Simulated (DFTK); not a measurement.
# MgTe in DFTK: the effect of functional

Crystal: MgTe.

```
CELL_PARAMETERS angstrom
0.00000 3.23200 3.23200
3.23200 0.00000 3.23200
3.23200 3.23200 0.00000
ATOMIC_POSITIONS crystal
Te 0.25000 0.25000 0.25000
Mg 0.00000 0.00000 0.00000
```

The cell comes from a database or a generator and needn't be the stable form of this composition.

Alike in all runs:

| Property | Result |
| --- | --- |
| Program | DFTK 0.8.2 |
| Task | single point |
| Potentials or basis | cp2k.nc.sr.pbe.v0_1.largecore.gth (PBE, GTH, large core) |
| Cutoff | 544 eV |
| k mesh | 3 × 3 × 3 |
| Occupations | fermi-dirac, width 0.05 eV |
| Spin | no spin polarisation |

```tsv
functional	gap on the mesh (eV)
PBEsol	2.22
PBEsol0	3.80
HF	?
```

What does the run with functional HF give?

gap on the mesh 9.06 eV.

Caveats: all runs use coarse meshes; GTH potentials come without recommended cutoffs, and this one wasn't checked for convergence; spin-orbit coupling is left out, which moves the levels of the heavy elements; this set keeps more shells in the core, which shifts pressures and gaps; the program's treatment of exact exchange at zero wave vector lowers gaps by one to five hundredths of an eV on this mesh and cutoff (some runs).

